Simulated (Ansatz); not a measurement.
# Te2Mo (2H (MoS2) bulk type): optics inputs, tried as typed

Which of these optics inputs for Te2Mo (2H (MoS2) bulk type) end well? Each is run as it stands.

Program: Ansatz 0.2.0. Level of theory: plane waves, PAW; the settings change from run to run, as each input shows. These are calculated values, not measurements.

2 further runs of the same task are left out: 2 that didn't finish.

### 1 Starting point

Symmetry: P6_3/mmc, No. 194, hexagonal system. The conventional cell has a = 3.542 Å, b = 3.542 Å, c = 14.177 Å, α = 90.00°, β = 90.00°, γ = 120.00°. Mo (site symmetry -6m2) has 6 Te at 2.72 Å as nearest neighbours. Around Te (site symmetry 3m) lie 3 Mo at 2.72 Å.

Structure file:

```cif
data_structure
_symmetry_space_group_name_H-M 'P 1'
_symmetry_Int_Tables_number 1
_cell_length_a 3.5421
_cell_length_b 3.5421
_cell_length_c 14.1767
_cell_angle_alpha 90.000
_cell_angle_beta 90.000
_cell_angle_gamma 120.000
_cell_volume 154.04
loop_
_atom_site_label
_atom_site_type_symbol
_atom_site_fract_x
_atom_site_fract_y
_atom_site_fract_z
_atom_site_occupancy
Mo1 Mo 0.33333 0.66667 0.25000 1
Mo2 Mo 0.66667 0.33333 0.75000 1
Te1 Te 0.66667 0.33333 0.37658 1
Te2 Te 0.66667 0.33333 0.12342 1
Te3 Te 0.33333 0.66667 0.87658 1
Te4 Te 0.33333 0.66667 0.62342 1
```

The cell was relaxed beforehand with r2SCAN+rVV10; those runs aren't shown. No spin polarisation is used; should the compound be magnetic, its bands and low-energy spectrum would differ. No run includes spin-orbit coupling, which matters for Te.

For scale, an earlier run with the standard settings (PBE, 6×6×2, gaussian width 0.1 eV, scissors 0 eV) gave ε∞ 20.68 (xx, yy), 13.22 (zz); tallest peak of ε₂: 19.7 at 3.95 eV.

### 2 Try 1

The input, input.yaml:

```yaml
crystal:
  lattice:
    - [3.5421311219, 0.0, 0.0]
    - [-1.771065561, 3.0675755351, 0.0]
    - [0.0, 0.0, 14.176671853]
  atoms:
    - { symbol: Mo, position: [0.3333333333, 0.6666666667, 0.25] }
    - { symbol: Mo, position: [0.6666666667, 0.3333333333, 0.75] }
    - { symbol: Te, position: [0.6666666667, 0.3333333333, 0.3765845064] }
    - { symbol: Te, position: [0.6666666667, 0.3333333333, 0.1234154936] }
    - { symbol: Te, position: [0.3333333333, 0.6666666667, 0.8765845064] }
    - { symbol: Te, position: [0.3333333333, 0.6666666667, 0.6234154936] }
kpoints:
  mp_grid: { grid: [6, 6, 2] }
hamiltonian:
  xc: r2scan
scf:
  occupations: { method: fixed }
output:
  optics:
    e_range: [2, 30]
    de: 0.05
    sigma: 0.15
    scissors: 0
    scheme: fermi_dirac
    bands: { spectra_wanted_up_to: 30 }
    kdotp_interpolation: "off"
  write_density: true
  write_potential: true
  elf: true
  volumetric_format: npy
```

Run with:

```console
ansatz run input.yaml --threads 4 --pin off --max-ram 5529MiB --backend cpu --events-out ev --progress --plain --runs-dir out
```

Standard output:

```text
Warning: RAYON_NUM_THREADS=4 ignored (pool sized by the plan → 4); use --threads N
Engine: ansatz 0.2.0, aarch64-unknown-linux-gnu
Pseudopotentials: kind: paw
Pseudopotential: Mo, paw, valence charge 14, recommended cutoff 500 eV (meta_gga), Mo.paw.azcp
Pseudopotential: Te, paw, valence charge 16, recommended cutoff 500 eV (meta_gga), Te.paw.azcp
Functional definition: r2SCAN
  parameter k0 = 0.174
  parameter k1 = 0.065
  parameter a1 = 4.9479
  exchange = r2scan_x(k0 = k0, k1 = k1, a1 = a1)
  correlation = r2scan_c
Crystal: 6 atoms, lattice volume = 154.040 Å³
Basis set: ecut = 500 eV, 3939 PW (Γ), exchange–correlation on 108×108×432 points (64 copies of the dense FFT grid, shifted against one another)
Bands: 56, of which v1, the nominal top of the filled ones, is band 46 counted from 1 (45 counted from 0)
Symmetry: 24 space group operations
Space group: P63/mmc (ITA 194), of the structure as read, at distance tolerance 5.4e-5 Å
k-points: 14 of 72
Non-local potential: Mo, projectors of the file, l = 0: 3, l = 1: 2, l = 2: 2, l = 3: 1
Non-local potential: Te, projectors of the file, l = 0: 2, l = 1: 2, l = 2: 2, l = 3: 2
PAW form: soft (Blöchl's): semilocal exchange-correlation on the pseudo side does not see the compensation charge
PAW frozen core: Mo, regenerated for the run's functional (the file was generated under x = pbe(κ = 0.804, μ = 0.2195149727645171), c = pbe(β = 0.06672455060314922))
PAW frozen core: Te, regenerated for the run's functional (the file was generated under x = pbe(κ = 0.804, μ = 0.2195149727645171), c = pbe(β = 0.06672455060314922))
PAW one-centre angular grid: Mo, 590 points (default); XC on 160 Gauss nodes
PAW one-centre angular grid: Te, 590 points (default); XC on 160 Gauss nodes
Initial density: superposition of atomic densities (neutral atoms: chi_scale 0, normalization atom), corrected by the library's trained network
Initial wavefunctions: pseudopotential atomic-orbital guess
Functional: x = r2scan, c = r2scan; τ floored in thin density (d = 2e-4 eV/Å³)
SCF iter   1: F=—  HF=-37916.210017 eV  |F-HF|=—  |Δ(HF+E_count)|=         —  Δρ=8.32e-3  dr2=2.00e-1  dr2_τ=3.91e-2  ethr=1.77e-3  ⟨swp⟩=5.0  Hψ=2467  notcnv=0  defer=91
preconditioner: auto → Resta (q_TF=auto, 2.504 Å⁻¹)  ε∞=6.2  [insulator: Δε(μ)=0.985 eV  Ē_g=7.868 eV  n_scr=52 (ndim 8)  ℏωp=18.0 eV  f_vac=0.026  ε∞_Penn≈6.2]
SCF iter   2: F=—  HF=-37916.268584 eV  |F-HF|=—  |Δ(HF+E_count)|=   5.86e-2  Δρ=4.46e-3  dr2=3.91e-2  dr2_τ=1.11e-2  ethr=2.17e-4  ⟨swp⟩=2.8  Hψ=1180  notcnv=0  defer=108
SCF iter   3: F=—  HF=-37916.269315 eV  |F-HF|=—  |Δ(HF+E_count)|=   7.32e-4  Δρ=2.61e-3  dr2=4.09e-3  dr2_τ=2.64e-4  ethr=4.25e-5  ⟨swp⟩=2.1  Hψ=856  notcnv=0  defer=110
SCF iter   4: F=—  HF=-37916.274584 eV  |F-HF|=—  |Δ(HF+E_count)|=   5.27e-3  Δρ=2.47e-4  dr2=7.55e-5  dr2_τ=6.76e-6  ethr=4.45e-6  ⟨swp⟩=2.6  Hψ=1125  notcnv=0  defer=110
SCF iter   5: F=—  HF=-37916.274649 eV  |F-HF|=—  |Δ(HF+E_count)|=   6.50e-5  Δρ=7.07e-5  dr2=7.08e-6  dr2_τ=2.42e-7  ethr=8.21e-8  ⟨swp⟩=2.6  Hψ=1323  notcnv=0  defer=110
SCF iter   6: F=—  HF=-37916.274749 eV  |F-HF|=—  |Δ(HF+E_count)|=   1.01e-4  Δρ=1.65e-5  dr2=5.67e-7  dr2_τ=1.58e-8  ethr=7.69e-9  ⟨swp⟩=2.0  Hψ=995  notcnv=0  defer=77
SCF iter   7: F=—  HF=-37916.274750 eV  |F-HF|=—  |Δ(HF+E_count)|=   6.34e-7  Δρ=4.13e-6  dr2=2.32e-8  dr2_τ=1.50e-9  ethr=6.16e-10  ⟨swp⟩=2.0  Hψ=995  notcnv=0  defer=77
SCF iter   8: F=—  HF=-37916.274750 eV  |F-HF|=—  |Δ(HF+E_count)|=   3.16e-8  Δρ=1.01e-6  dr2=1.54e-9  dr2_τ=1.03e-10  ethr=2.52e-11  ⟨swp⟩=2.8  Hψ=1603  notcnv=0  defer=77
SCF iter   9: F=—  HF=-37916.274750 eV  |F-HF|=—  |Δ(HF+E_count)|=  9.09e-10  Δρ=2.82e-7  dr2=1.13e-10  dr2_τ=4.07e-12  ethr=1.68e-12  ⟨swp⟩=2.0  Hψ=1359  notcnv=0  defer=77
SCF iter  10: F=—  HF=-37916.274750 eV  |F-HF|=—  |Δ(HF+E_count)|=  7.28e-11  Δρ=6.44e-8  dr2=1.11e-11  dr2_τ=2.62e-13  ethr=1.00e-12  ⟨swp⟩=12.1  Hψ=3097  notcnv=0
SCF iter  11: F=-37916.274750 eV  HF=-37916.274750 eV  |F-HF|=7.28e-12  |Δ(HF+E_count)|=  2.18e-11  Δρ=1.36e-8  dr2=3.02e-13  dr2_τ=3.02e-14  ethr=1.00e-12  ⟨swp⟩=2.4  Hψ=1491  notcnv=0
SCF 1 converged in 11 iterations: F = -37916.274750 eV  dr2 = 3.02e-13
NSCF: frozen V_eff on 14 k-points
SCF converged after 11 iterations
Free energy (F): -37916.274750 eV
Harris-Foulkes:  -37916.274750 eV  (|F-HF|=7.28e-12)
Internal energy: -37916.274750 eV  (E = F + TS)
E sigma→0 (E₀):  -37916.274750 eV
Fermi energy:    11.884673 eV
--- Per-component energies (eV) ---
  E_band       = -1262.307731
  E_kinetic    = 1605.509327
  E_local      = -7738.563233  (includes V_loc(G=0)·N_el)
  E_nonlocal   = -953.587727
  E_hartree    = 4290.588693
  E_xc         = -818.721309
  E_vxc        = -960.082974  (∫ρ·V_xc dr)
  E_paw        = -25182.348152  (= ΣΔE_a)
  E_vpaw       = -1857.747668  (= ΣTr[D̂ρ^β])
  E_aug_tail   = -0.000156  (compensation charges beyond the density's cutoff)
  E_vtau       = 60.987295  (kinetic-family band-sum trace: ∫τ·v_τ [+ j·A + Jᵃ·Aᵃ] dr)
  E_ewald      = -9119.849207
  E_core_change = 0.697015  (= ΣΔE_core)
  E_smearing   = -0.000000  (= −TS)
  E_closure    = -0.000000  (closes the sum)
  Σ components = -37916.274750   (vs F -37916.274750, Δ=0.00e0)
--- Band table (eV; the first three rows and the last of 14) ---
  k-point 0: bands = ["-50.9114", "-50.9114", "-25.7058", "-25.7058", "-25.7055", "-25.7055", "-25.6872", "-25.6872", "-25.6870", "-25.6870", "-25.6324", "-25.6324", "-25.6312", "-25.6312", "-25.6187", "-25.6187", "-25.6177", "-25.6177", "-25.6050", "-25.6037", "-25.5944", "-25.5931", "-24.3274", "-24.3274", "-24.1893", "-24.1893", "-24.1892", "-24.1892", "-1.5837", "-1.3187", "-0.6290", "-0.2006", "5.8886", "7.0689", "8.8439", "9.9231", "9.9231", "9.9371", "9.9371", "10.7293", "10.7293", "10.7600", "10.7600", "10.9176", "11.3844", "11.8847", "14.8690", "14.8690", "14.9782", "14.9782", "15.1255", "15.1255", "15.3385", "15.3385", "18.0873", "18.5450"]
  k-point 1: bands = ["-50.9114", "-50.9114", "-25.7057", "-25.7057", "-25.7057", "-25.7057", "-25.6871", "-25.6871", "-25.6871", "-25.6871", "-25.6318", "-25.6318", "-25.6318", "-25.6318", "-25.6182", "-25.6182", "-25.6182", "-25.6182", "-25.6044", "-25.6044", "-25.5937", "-25.5937", "-24.3274", "-24.3274", "-24.1893", "-24.1893", "-24.1893", "-24.1893", "-1.4754", "-1.4754", "-0.3932", "-0.3932", "6.3578", "6.3578", "9.8544", "9.8544", "9.9300", "9.9300", "9.9300", "9.9300", "10.7448", "10.7448", "10.7448", "10.7448", "11.7671", "11.7671", "14.9046", "14.9046", "14.9046", "14.9046", "15.2506", "15.2506", "15.2506", "15.2506", "18.4078", "18.4078"]
  k-point 2: bands = ["-50.9091", "-50.9091", "-25.7017", "-25.7014", "-25.6997", "-25.6995", "-25.6941", "-25.6939", "-25.6817", "-25.6816", "-25.6349", "-25.6337", "-25.6336", "-25.6328", "-25.6272", "-25.6262", "-25.6193", "-25.6181", "-25.6025", "-25.6016", "-25.5912", "-25.5901", "-24.3054", "-24.3054", "-24.2263", "-24.2262", "-24.1954", "-24.1954", "-1.1882", "-0.9290", "-0.3429", "0.0528", "6.3073", "7.4520", "8.5829", "9.0957", "9.1612", "9.6562", "10.2210", "10.2532", "10.2569", "10.3040", "10.5706", "10.9510", "11.4512", "11.4942", "13.8222", "14.0941", "14.1048", "14.3356", "14.3798", "14.6577", "15.0705", "15.3451", "18.7326", "19.4731"]
  k-point 13: bands = ["-50.9008", "-50.9008", "-25.7179", "-25.7179", "-25.6880", "-25.6880", "-25.6748", "-25.6748", "-25.6740", "-25.6740", "-25.6549", "-25.6549", "-25.6381", "-25.6381", "-25.6242", "-25.6242", "-25.6241", "-25.6241", "-25.5988", "-25.5988", "-25.5805", "-25.5805", "-24.3139", "-24.3139", "-24.2577", "-24.2577", "-24.2312", "-24.2312", "0.9568", "0.9568", "1.2100", "1.2100", "6.9632", "6.9632", "7.0781", "7.0781", "7.7487", "7.7487", "8.1881", "8.1881", "8.9511", "8.9511", "9.8061", "9.8061", "11.7083", "11.7083", "12.9036", "12.9036", "13.6981", "13.6981", "14.3844", "14.3844", "15.7807", "15.7807", "17.0942", "17.0942"]
```

It took 29 s on 4 threads of Arm Neoverse V1, shared host; peak memory 1.2 GiB.

optics.tsv begins:

```
# eps_inf(xx yy zz) = 19.841383 19.841383 12.044426
# eps_inf_bands = all
# eps_inf_summed_bands(xx yy zz) = 19.816992 19.816992 12.019418
# eps_inf_completed(xx yy zz) = 19.841383 19.841383 12.044426
# eps_inf_relative_error = 0.0691
# f_sum_n_eff(xx yy zz) = 85.923663 85.923663 85.614760 of n_electrons = 92.000000
# n_bands = 163
# n_bands_set_by = photon_energy
# valid_up_to_ev = 37.926840
# least_direct_gap_ev = 1.081869e0 at k(fractional) = 0.333333 0.333333 0.000000, k_point = 12, channel = 0, bands = 45 46 (counted from 0)
```

The dielectric function from optics.tsv (yy equals xx), one row in 19 (narrow peaks fall between the rows):

```csv
E (eV),ε₂ xx,ε₂ zz,ε₁ xx,ε₁ zz
2.00,17.30,4.51,18.57,15.07
2.95,19.18,7.42,4.95,13.26
3.90,16.76,13.19,1.30,15.80
4.85,13.30,15.39,-3.33,-1.21
5.80,5.03,6.70,-5.44,0.63
6.75,3.20,8.24,-1.34,0.55
7.70,3.45,7.37,1.04,-0.80
8.65,5.87,4.58,1.46,-1.57
9.60,4.17,5.14,-2.18,-3.52
10.55,2.57,2.69,-1.41,-3.70
11.50,2.73,2.01,-0.88,-1.62
12.45,2.04,2.81,-1.60,-1.68
13.40,1.60,1.66,-1.51,-1.80
14.35,1.15,0.72,-1.13,-1.41
15.30,0.71,0.68,-0.87,-0.82
16.25,0.52,0.53,-0.60,-0.58
17.20,0.42,0.37,-0.28,-0.37
18.15,0.45,0.35,-0.09,-0.30
19.10,0.41,0.26,-0.09,-0.10
20.05,0.27,0.25,0.00,-0.03
21.00,0.16,0.19,0.14,0.17
21.95,0.15,0.18,0.30,0.27
22.90,0.16,0.17,0.38,0.35
23.85,0.13,0.17,0.48,0.41
24.80,0.15,0.15,0.53,0.47
25.75,0.12,0.13,0.57,0.52
26.70,0.14,0.09,0.64,0.56
27.65,0.14,0.08,0.71,0.63
28.60,0.15,0.09,0.69,0.67
29.55,0.12,0.06,0.74,0.71
```

Tallest peaks of ε₂ (mean of the periodic axes): 17.5 at 2.70 eV, 15.8 at 3.60 eV, 17.7 at 4.25 eV. The range starts at 2.0 eV, above the onset, so lower lines are cut off.

[end of part 1 of 2]
